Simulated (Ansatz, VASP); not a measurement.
**Two plane-wave programs on Al**

File POSCAR:

```
Al
1.0
    0.0000000000      2.0248050000      2.0248050000
    2.0248050000      0.0000000000      2.0248050000
    2.0248050000      2.0248050000      0.0000000000
Al
1
Direct
    0.0000000000      0.0000000000      0.0000000000
```

The input INCAR.step1:

```
SYSTEM = Al
PREC = Accurate
ENCUT = 600
EDIFF = 1E-5
ISMEAR = -1
SIGMA = 0.05
LREAL = .False.
LASPH = .True.
NELM = 100
ALGO = Normal
LWAVE = .True.
LCHARG = .False.
GGA = PE
```

The input INCAR.step2:

```
SYSTEM = Al
PREC = Accurate
ENCUT = 600
EDIFF = 1E-7
ISMEAR = -1
SIGMA = 0.05
LREAL = .False.
LASPH = .True.
NELM = 100
ALGO = Normal
ISIF = 3
LWAVE = .False.
LCHARG = .False.
GGA = PS
LHFCALC = .True.
AEXX = 0.25
PRECFOCK = Fast
IBRION = 2
NSW = 40
EDIFFG = -0.02
ISTART = 1
```

The input KPOINTS:

```
regular mesh
0
Gamma
  6 6 6
  0 0 0
```

File input.yaml:

```yaml
crystal:
  lattice:
    - [0.0, 2.024805, 2.024805]
    - [2.024805, 0.0, 2.024805]
    - [2.024805, 2.024805, 0.0]
  atoms:
    - { symbol: Al, position: [0.0, 0.0, 0.0] }
hamiltonian:
  xc: { exchange: pbesol, correlation: pbesol, exx: { coeff: 0.25 } }
  pseudopotentials: { kind: paw }
kpoints:
  mp_grid: { grid: [6, 6, 6] }
scf:
  occupations: { method: fermi_dirac, width: 0.05 }
output:
  forces: true
  stress: true
relax:
  f_tol: 0.01
  max_steps: 40
  cell: { stress_tol: 0.05 }
```

Alike in both runs: task relaxation of cell and atoms; functional PBEsol0; k mesh 6 × 6 × 6; occupations fermi-dirac, width 0.05 eV; no spin polarisation.

```csv
,VASP,Ansatz
version,VASP 6.6.1,Ansatz 0.2.0
potentials or method,"VASP PAW PBE potentials, release 64 (Al)",Ansatz PAW
plane-wave cutoff (eV),600,420
valence electrons in the cell,3,3
```

Ansatz gave:

* gap on the k mesh at the Fermi level, each at its own relaxed structure (eV): none
* relaxed volume (Å³/atom): 16.19
* relaxed cell length with the largest relative difference (Å): 2.839
* energy change over the relaxation (meV/atom): -3

Q: What did VASP give for the same quantities?

A: gap on the k mesh at the Fermi level, each at its own relaxed structure (eV): none; relaxed volume (Å³/atom): 16.19; relaxed cell length with the largest relative difference (Å): 2.840; energy change over the relaxation (meV/atom): -3.

A gap of «none» marks a metal or a gap that the smearing closes.

Caveats: the k mesh is coarse (spacing up to 0.45 Å⁻¹), so the values aren't converged, least of all with exact exchange; the PAW data sets were made with another functional, which shifts forces and pressure a little (VASP); the plane-wave basis is chosen anew once the cell has moved, so the energies of steps on either side of that aren't comparable (Ansatz); the PAW data sets come from PBE, with cores solved anew for the run's functional, which leaves a small shift of forces and pressure (Ansatz).
